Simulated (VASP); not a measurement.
# ZnS (F-43m) in VASP: band structure with HSE06

Aim: the band structure of ZnS with HSE06.

Program: VASP 6.6.1. These are calculated values, not measurements. Logs are shortened: lines on timing, memory, paths and dates and some standing lists are left out, and cuts for length are marked.

**Measured values to compare with.**

“Electronic, vibrational, and thermodynamic properties of ZnS (zincblende and rocksalt structure)”, 2009, arxiv:0911.5022 quotes, for a bulk crystal of ZnS at 19 K: band gap 3.85 eV (direct).

How close the calculation comes is told below.

## 1. The crystal as given

Symmetry: F-43m, No. 216, cubic system. Conventional cell: a = 5.447 Å, b = 5.447 Å, c = 5.447 Å, α = 90.00°, β = 90.00°, γ = 90.00°. Zn (site symmetry -43m) has 4 S at 2.36 Å as nearest neighbours. Around S (site symmetry -43m) lie 4 Zn at 2.36 Å.

## 2. Band structure, HSE06

POSCAR

```
ZnS                                     
1.0
    0.0000000000      2.7235674205      2.7235674205
    2.7235674205      0.0000000000      2.7235674205
    2.7235674205      2.7235674205      0.0000000000
  Zn              S             
     1     1
Direct
     0.2500000000000000    0.2500000000000000    0.2500000000000000
     0.0000000000000000    0.0000000000000000    0.0000000000000000
```

INCAR.step1

```
SYSTEM = ZnS
PREC     = Accurate       ! precision mode
ENCUT    = 520            ! plane-wave cutoff, eV
EDIFF    = 1E-5           ! SCF threshold, eV
ISMEAR   = 0              ! smearing method
SIGMA    = 0.02           ! smearing width, eV
LREAL    = .False.        ! projectors in reciprocal space
LASPH    = .True.         ! aspherical terms in the spheres
NELM     = 100            ! most SCF steps
ALGO     = Normal         ! electronic algorithm
ISIF     = 2              ! what is computed and relaxed
LWAVE    = .True.         ! write WAVECAR
LCHARG   = .False.        ! write CHGCAR
NBANDS   = 16             ! bands
KPAR     = 4            
GGA      = PE             ! functional
```

INCAR.step2

```
SYSTEM = ZnS
PREC     = Accurate       ! precision mode
ENCUT    = 520            ! plane-wave cutoff, eV
EDIFF    = 1E-7           ! SCF threshold, eV
ISMEAR   = 0              ! smearing method
SIGMA    = 0.02           ! smearing width, eV
LREAL    = .False.        ! projectors in reciprocal space
LASPH    = .True.         ! aspherical terms in the spheres
NELM     = 100            ! most SCF steps
ALGO     = Normal         ! electronic algorithm
ISIF     = 2              ! what is computed and relaxed
LWAVE    = .False.        ! write WAVECAR
LCHARG   = .False.        ! write CHGCAR
GGA      = PE             ! functional
LHFCALC  = .True.         ! exact exchange
HFSCREEN = 0.2            ! screening, 1/A
PRECFOCK = Fast         
NBANDS   = 16             ! bands
KPAR     = 4            
ISTART   = 1
```

KPOINTS

```
Automatic mesh
0
Gamma
  6 6 6
  0 0 0
```

KPOINTS_OPT

```
path GXWKGLUWLK,UX
12
line-mode
reciprocal
 0.0000000000  0.0000000000  0.0000000000  G
 0.5000000000  0.0000000000  0.5000000000  X

 0.5000000000  0.0000000000  0.5000000000  X
 0.5000000000  0.2500000000  0.7500000000  W

 0.5000000000  0.2500000000  0.7500000000  W
 0.3750000000  0.3750000000  0.7500000000  K

 0.3750000000  0.3750000000  0.7500000000  K
 0.0000000000  0.0000000000  0.0000000000  G

 0.0000000000  0.0000000000  0.0000000000  G
 0.5000000000  0.5000000000  0.5000000000  L

 0.5000000000  0.5000000000  0.5000000000  L
 0.6250000000  0.2500000000  0.6250000000  U

 0.6250000000  0.2500000000  0.6250000000  U
 0.5000000000  0.2500000000  0.7500000000  W

 0.5000000000  0.2500000000  0.7500000000  W
 0.5000000000  0.5000000000  0.5000000000  L

 0.5000000000  0.5000000000  0.5000000000  L
 0.3750000000  0.3750000000  0.7500000000  K

 0.6250000000  0.2500000000  0.6250000000  U
 0.5000000000  0.0000000000  0.5000000000  X
```

Potentials or basis: VASP PAW PBE potentials, release 64 (Zn, S).

On the command line:

```console
> cat potpaw_PBE.64/Zn/POTCAR potpaw_PBE.64/S/POTCAR > POTCAR
> cp INCAR.step1 INCAR
> mpirun -np 4 vasp_std > vasp.out
> cp INCAR.step2 INCAR
> mpirun -np 4 vasp_std > vasp.out
```

OUTCAR:

```text
SYSTEM = ZnS
   PREC = Accurate
   ENCUT = 520
   EDIFF = 1E-7
   ISMEAR = 0
   LREAL = .False.
   LASPH = .True.
   NELM = 100
   ISIF = 2
   GGA = PE
   LHFCALC = .True.
   HFSCREEN = 0.2
   PRECFOCK = Fast
   ISTART = 1

 ion  position               nearest neighbor table
   1  0.250  0.250  0.250-   2 2.36   2 2.36   2 2.36   2 2.36
   2  0.000  0.000  0.000-   1 2.36   1 2.36   1 2.36   1 2.36

  LATTYP: Found a face centered cubic cell.
 ALAT       =     5.4471348410

  Lattice vectors:

 A1 = (   0.0000000000,   2.7235674205,   2.7235674205)
 A2 = (   2.7235674205,   0.0000000000,   2.7235674205)
 A3 = (   2.7235674205,   2.7235674205,   0.0000000000)

Analysis of symmetry for initial positions (statically):
=====================================================================
 Subroutine PRICEL returns:
 Original cell was already a primitive cell.

 Routine SETGRP: Setting up the symmetry group for a
 face centered cubic supercell.

 Subroutine GETGRP returns: Found 24 space group operations
 (whereof 24 operations were pure point group operations)
 out of a pool of 48 trial point group operations.

The static configuration has the point symmetry T_d .

Analysis of symmetry for dynamics (positions and initial velocities):
=====================================================================
 Subroutine PRICEL returns:
 Original cell was already a primitive cell.

 Routine SETGRP: Setting up the symmetry group for a
 face centered cubic supercell.

 Subroutine GETGRP returns: Found 24 space group operations
 (whereof 24 operations were pure point group operations)
 out of a pool of 48 trial point group operations.

The dynamic configuration has the point symmetry T_d .

 Subroutine INISYM returns: Found 24 space group operations
 (whereof 24 operations are pure point group operations),
 and found     1 'primitive' translations

----------------------------------------------------------------------------------------

                                     Primitive cell

  volume of cell :      40.4059

  direct lattice vectors                    reciprocal lattice vectors
     0.000000000  2.723567420  2.723567420    -0.183582751  0.183582751  0.183582751
     2.723567420  0.000000000  2.723567420     0.183582751 -0.183582751  0.183582751
     2.723567420  2.723567420  0.000000000     0.183582751  0.183582751 -0.183582751

  length of vectors
     3.851705984  3.851705984  3.851705984     0.317974652  0.317974652  0.317974652

  position of ions in fractional coordinates (direct lattice)
     0.250000000  0.250000000  0.250000000
     0.000000000  0.000000000  0.000000000

  ion indices of the primitive-cell ions
   primitive index   ion index
                 1           1
                 2           2

----------------------------------------------------------------------------------------

 KPOINTS: Automatic mesh

Automatic generation of k-mesh.
 Grid dimensions read from file:
 generate k-points for:    6    6    6

 Generating k-lattice:

  Cartesian coordinates                     Fractional coordinates (reciprocal lattice)
    -0.030597125  0.030597125  0.030597125     0.166666667  0.000000000  0.000000000
     0.030597125 -0.030597125  0.030597125     0.000000000  0.166666667  0.000000000
     0.030597125  0.030597125 -0.030597125     0.000000000  0.000000000  0.166666667

  Length of vectors
     0.052995775  0.052995775  0.052995775

  Shift w.r.t. Gamma in fractional coordinates (k-lattice)
     0.000000000  0.000000000  0.000000000

 Subroutine IBZKPT returns following result:
 ===========================================

 Found     16 irreducible k-points:

 Following reciprocal coordinates:
            Coordinates               Weight
  0.000000  0.000000  0.000000      1.000000
  0.166667  0.000000  0.000000      8.000000
  0.333333  0.000000  0.000000      8.000000
  0.500000  0.000000  0.000000      4.000000
  0.166667  0.166667  0.000000      6.000000
  0.333333  0.166667  0.000000     24.000000
[... 8 lines left out ...]
 -0.333333  0.333333  0.166667     24.000000
 -0.333333  0.500000  0.166667     12.000000
   k-points           NKPTS =     16   k-points in BZ     NKDIM =    216   number of bands    NBANDS=     16
   number of dos      NEDOS =    301   number of ions     NIONS =      2
   total plane-waves  NPLWV =  27000
   dimension x,y,z NGX =    30 NGY =   30 NGZ =   30
   dimension x,y,z NGXF=    60 NGYF=   60 NGZF=   60
   ions per type =               1   1
   NGX,Y,Z   is equivalent  to a cutoff of  12.95, 12.95, 12.95 a.u.
   NGXF,Y,Z  is equivalent  to a cutoff of  25.90, 25.90, 25.90 a.u.
 SYSTEM =  ZnS
   PREC   = accura    normal or accurate (medium, high low for compatibility)
   ISTART =      1    job   : 0-new  1-cont  2-samecut
   ICHARG =      0    charge: 1-file 2-atom 10-const
   ISPIN  =      1    spin polarized calculation?
   LNONCOLLINEAR =      F non collinear calculations
   LSORBIT =      F    spin-orbit coupling
   LASPH  =      T    aspherical Exc in radial PAW
   ENCUT  =  520.0 eV  38.22 Ry    6.18 a.u.   7.16  7.16  7.16*2*pi/ulx,y,z
   NELM   =    100;   NELMIN=  2; NELMDL=  0     # of ELM steps
   EDIFF  = 0.1E-06   stopping-criterion for ELM
   LREAL  =      F    real-space projection
   EDIFFG = 0.1E-05   stopping-criterion for IOM
   NSW    =      0    number of steps for IOM
   IBRION =     -1    ionic relax: 0-MD 1-quasi-New 2-CG
   NFREE  =      0    steps in history (QN), initial steepest desc. (CG)
   ISIF   =      2    stress and relaxation
   ISYM   =      3    0-nonsym 1-usesym 2-fastsym
   POTIM  = 0.5000    time-step for ionic-motion
   TEBEG  =    0.0;   TEEND  =   0.0 temperature during run
   PSTRESS=    0.0 pullay stress
   NELECT =      18.0000    total number of electrons
   NUPDOWN=      -1.0000    fix difference up-down
   EMIN   =  10.00;   EMAX   =-10.00  energy-range for DOS
   EFERMI =   0.00;   METHOD = LEGACY
   ISMEAR =     0;   SIGMA  =   0.02  broadening in eV -4-tet -1-fermi 0-gaus
   EFERMI_NEDOS =   21; number of points for ismear=-14 and -15
   IALGO  =     38    algorithm
   IMIX   =      1    mixing-type and parameters
     AMIX     =   0.40;   BMIX     =  1.00
     AMIX_MAG =   1.60;   BMIX_MAG =  1.00
  volume/ion in A,a.u.               =      20.20       136.34
  Fermi-wavevector in a.u.,A,eV,Ry     =   1.250310  2.362742 21.269633  1.563274
  Thomas-Fermi vector in A             =   2.384310
   LORBIT       =      0    0 simple, 1 ext, 2 COOP (PROOUT), +10 PAW based schemes
   GGA     = PE    functional components
   LHFCALC =     T    Hartree Fock is set to
   PRECFOCK=fast      Normal, Fast or Accurate (Low or Medium for compatibility)
   ENCUT4O =  -1.0   cutoff for four orbital integrals eV
   NKREDX  =     1    reduce k-point grid by
   NKREDY  =     1    reduce k-point grid by
   NKREDZ  =     1    reduce k-point grid by
   AEXX    =    0.2500 exact exchange contribution
   HFSCREEN=    0.2000 screening length (either q_TF or 0.3 A-1)
   HFSCREENC=   0.2000 screening length for correlation (either q_TF or 0.3 A-1)
   ENCUTFOCK=  -1.0 apply spherical cutoff to Coloumb kernel
   IVDW    =     0    specifies the selected vdW correction
   LEPSILON=     F    determine dielectric tensor
   LRPA    =     F    only Hartree local field effects (RPA)
 non-spin polarized calculation
 Gauss-broadening in eV      SIGMA  =   0.02
  energy-cutoff  :      520.00
  volume of cell :       40.41
 maximum number of plane-waves:      1113
 NGX is ok and might be reduce to    30
  NGX = 16; NGY = 16; NGZ = 16

 number of electron      18.0000007 magnetization

 Free energy of the ion-electron system (eV)
  ---------------------------------------------------
  ext. energy  EPLUGINS =         0.00000000
  ---------------------------------------------------
  free energy    TOTEN  =        -8.39328976 eV

  energy without entropy =       -8.39328976  energy(sigma->0) =       -8.39328976

 E-fermi :   1.3059     XC(G=0):  -7.8714

 val. band max:        1.1583865261   @ k =   0.0000   0.0000   0.0000
 cond. band min:       4.3892947518   @ k =   0.0000   0.0000   0.0000
 fundamental gap:      3.2309082257
 Fermi energy:         1.3058572630

 k-point     1 :       0.0000    0.0000    0.0000
  band No.  band energies     occupation
      1     -12.9992      2.00000
      2      -6.6172      2.00000
      3      -6.6172      2.00000
      4      -6.6172      2.00000
      5      -6.1986      2.00000
      6      -6.1986      2.00000
[... 8 lines left out ...]
     15      14.3337      0.00000
     16      14.4154      0.00000

 k-point     2 :       0.1667    0.0000    0.0000
  band No.  band energies     occupation
      1     -12.7902      2.00000
      2      -6.5860      2.00000
      3      -6.5860      2.00000
      4      -6.5767      2.00000
      5      -6.2003      2.00000
      6      -6.2003      2.00000
[... 8 lines left out ...]
     15      13.4756      0.00000
     16      15.1661      0.00000

 k-point     3 :       0.3333    0.0000    0.0000
  band No.  band energies     occupation
      1     -12.3225      2.00000
      2      -6.5341      2.00000
      3      -6.5341      2.00000
      4      -6.3459      2.00000
      5      -6.1898      2.00000
      6      -6.1898      2.00000
[... 8 lines left out ...]
     15      14.1426      0.00000
     16      14.2892      0.00000

 k-point     4 :       0.5000    0.0000    0.0000
  band No.  band energies     occupation
      1     -12.0570      2.00000
      2      -6.5153      2.00000
      3      -6.5153      2.00000
      4      -6.1754      2.00000
      5      -6.1754      2.00000
      6      -5.9744      2.00000
[... 8 lines left out ...]
     15      16.1103      0.00000
     16      16.1103      0.00000
[... 172 lines left out ...]
 k-point    14 :       0.5000    0.3333    0.1667
  band No.  band energies     occupation
      1     -12.0022      2.00000
      2      -6.4794      2.00000
      3      -6.4563      2.00000
      4      -6.3177      2.00000
      5      -6.1750      2.00000
      6      -6.0716      2.00000
[... 8 lines left out ...]
     15      16.6238      0.00000
     16      17.3056      0.00000

 k-point    15 :      -0.3333    0.3333    0.1667
  band No.  band energies     occupation
      1     -11.8237      2.00000
      2      -6.4693      2.00000
      3      -6.4232      2.00000
      4      -6.2430      2.00000
      5      -6.1955      2.00000
      6      -5.8465      2.00000
[... 8 lines left out ...]
     15      16.3472      0.00000
     16      17.1571      0.00000

 k-point    16 :      -0.3333    0.5000    0.1667
  band No.  band energies     occupation
      1     -11.7416      2.00000
      2      -6.4635      2.00000
      3      -6.3794      2.00000
      4      -6.2816      2.00000
      5      -6.1751      2.00000
      6      -5.8181      2.00000
[... 8 lines left out ...]
     15      16.6834      0.00000
     16      17.4383      0.00000

------------------------ aborting loop because EDIFF is reached ----------------------------------------

  FORCE on cell =-STRESS in cart. coord.  units (eV):
  Direction    XX          YY          ZZ          XY          YZ          ZX
  --------------------------------------------------------------------------------------
  -------------------------------------------------------------------------------------
  Total       -0.2141427     -0.2141427     -0.2141427     -0.0000000      0.0000000      0.0000000
  in kB       -8.4912095     -8.4912095     -8.4912095     -0.0000000      0.0000000      0.0000000
  external PRESSURE =      -8.4912095 kB  Pullay stress =       0.0000000 kB

 VOLUME and BASIS-vectors are now :
 -----------------------------------------------------------------------------
  energy-cutoff  :      520.00
  volume of cell :       40.41
      direct lattice vectors                 reciprocal lattice vectors
     0.000000000  2.723567420  2.723567420    -0.183582751  0.183582751  0.183582751
     2.723567420  0.000000000  2.723567420     0.183582751 -0.183582751  0.183582751
     2.723567420  2.723567420  0.000000000     0.183582751  0.183582751 -0.183582751

 POSITION                                       TOTAL-FORCE (eV/Angst)
 -----------------------------------------------------------------------------------
      1.36178      1.36178      1.36178        -0.000000     -0.000000     -0.000000
      0.00000      0.00000      0.00000         0.000000      0.000000      0.000000
 -----------------------------------------------------------------------------------
    total drift:                               -0.000023     -0.000020     -0.000013

  FREE ENERGIE OF THE ION-ELECTRON SYSTEM (eV)
  ---------------------------------------------------
  free  energy   TOTEN  =        -8.3932897630 eV

  energy  without entropy=       -8.3932897630  energy(sigma->0) =       -8.39328976
```

Run time: 29 min. Hardware: 4 MPI ranks of AMD EPYC 7R13 (Zen 3), shared host; peak memory 0.33 GiB.

What came out:

```yaml
Free_energy: -8.3933 eV
Pressure: -0.8 GPa
Band_gap_on_the_k_mesh: 3.23 eV, direct
Band_gap_along_the_path: 3.23 eV, direct
```

Levels at the corners of the path, in eV from the valence-band top:
```csv
point,band 5,band 6,band 7,band 8,band 9,band 10,band 11,band 12,band 13,band 14
Γ,-7.36,-7.36,0.00,0.00,0.00,3.23,7.71,7.71,7.71,13.18
X,-7.29,-7.09,-4.88,-2.26,-2.26,4.45,5.27,12.38,13.54,13.54
X,-7.29,-7.09,-4.88,-2.26,-2.26,4.45,5.27,12.38,13.54,13.54
W,-7.37,-6.94,-4.71,-2.88,-2.75,6.80,7.44,9.19,9.44,13.99
W,-7.37,-6.94,-4.71,-2.88,-2.75,6.80,7.44,9.19,9.44,13.99
K,-7.33,-6.98,-4.77,-3.22,-1.84,5.26,7.24,10.69,11.23,12.07
K,-7.33,-6.98,-4.77,-3.22,-1.84,5.26,7.24,10.69,11.23,12.07
Γ,-7.36,-7.36,0.00,0.00,0.00,3.23,7.71,7.71,7.71,13.18
Γ,-7.36,-7.36,0.00,0.00,0.00,3.23,7.71,7.71,7.71,13.18
L,-7.33,-7.13,-5.44,-0.88,-0.88,4.51,8.21,8.21,10.14,13.51
L,-7.33,-7.13,-5.44,-0.88,-0.88,4.51,8.21,8.21,10.14,13.51
U,-7.33,-6.98,-4.77,-3.22,-1.84,5.26,7.24,10.69,11.23,12.07
U,-7.33,-6.98,-4.77,-3.22,-1.84,5.26,7.24,10.69,11.23,12.07
W,-7.37,-6.94,-4.71,-2.88,-2.75,6.80,7.44,9.19,9.44,13.99
W,-7.37,-6.94,-4.71,-2.88,-2.75,6.80,7.44,9.19,9.44,13.99
L,-7.33,-7.13,-5.44,-0.88,-0.88,4.51,8.21,8.21,10.14,13.51
L,-7.33,-7.13,-5.44,-0.88,-0.88,4.51,8.21,8.21,10.14,13.51
K,-7.33,-6.98,-4.77,-3.22,-1.84,5.26,7.24,10.69,11.23,12.07
U,-7.33,-6.98,-4.77,-3.22,-1.84,5.26,7.24,10.69,11.23,12.07
X,-7.29,-7.09,-4.88,-2.26,-2.26,4.45,5.27,12.38,13.54,13.54
```

Caveat: the PAW data sets were made with another functional, which shifts forces and pressure a little.

## 3. How close it comes

Step 2. Measured gap of ZnS: 3.85 eV (direct; 19 K; quoted in “Electronic, vibrational, and thermodynamic properties of ZnS (zincblende and rocksalt structure)”, 2009, arxiv:0911.5022). This calculation gives 3.23 eV (-0.62 eV). The value is that of HSE06, without temperature or zero-point motion.
